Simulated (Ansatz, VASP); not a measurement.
## Ti: VASP beside Ansatz

INCAR

```
ALGO = Normal
EDIFF = 1E-6
ENCUT = 520
GGA = CA
ISIF = 2
ISMEAR = -1
LASPH = True
LCHARG = False
LREAL = False
LWAVE = False
NBANDS = 12
NELM = 80
PREC = Accurate
SIGMA = 0.05
```

KPOINTS

```
k-points
0
Gamma
  11 11 11
```

Contents of POSCAR:

```
Ti
1.0
   -1.6299862453      1.6299862453      1.6299862453
    1.6299862453     -1.6299862453      1.6299862453
    1.6299862453      1.6299862453     -1.6299862453
Ti
1
Direct
    0.0000000000      0.0000000000      0.0000000000
```

input.yaml

```yaml
crystal:
  lattice:
    - [-1.6299862453, 1.6299862453, 1.6299862453]
    - [1.6299862453, -1.6299862453, 1.6299862453]
    - [1.6299862453, 1.6299862453, -1.6299862453]
  atoms:
    - { symbol: Ti, position: [0.0, 0.0, 0.0] }
kpoints:
  mp_grid: { grid: [11, 11, 11] }
scf:
  occupations: { method: fermi_dirac, width: 0.05 }
hamiltonian:
  xc: lda
  pseudopotentials: { kind: all_electron, lapw: { basis_error: 0.001 } }
output:
  forces: true
  stress: true
  eigenvalues: true
```

Change from the starting cell: volume scaled by 0.98.

Alike in both runs: task single point; functional LDA; k mesh 11 × 11 × 11; occupations fermi-dirac, width 0.05 eV; no spin polarisation.

```csv
,VASP,Ansatz
version,VASP 6.6.1,Ansatz 0.2.0
potentials or method,"VASP PAW LDA potentials, release 64 (Ti_sv)","all-electron LAPW, scalar-relativistic"
plane-wave cutoff (eV),520,see its input
```

VASP gave:

| Quantity | Value |
| --- | --- |
| gap on the k mesh at the Fermi level (eV) | none |
| pressure (GPa) | -9.3 |

Question: What did Ansatz give for the same quantities?

Answer: gap on the k mesh at the Fermi level (eV): none; pressure (GPa): -9.2.

A gap of «none» marks a metal or a gap that the smearing closes. Ansatz ran all-electron here, so the differences hold the error of VASP's frozen core and of both bases.
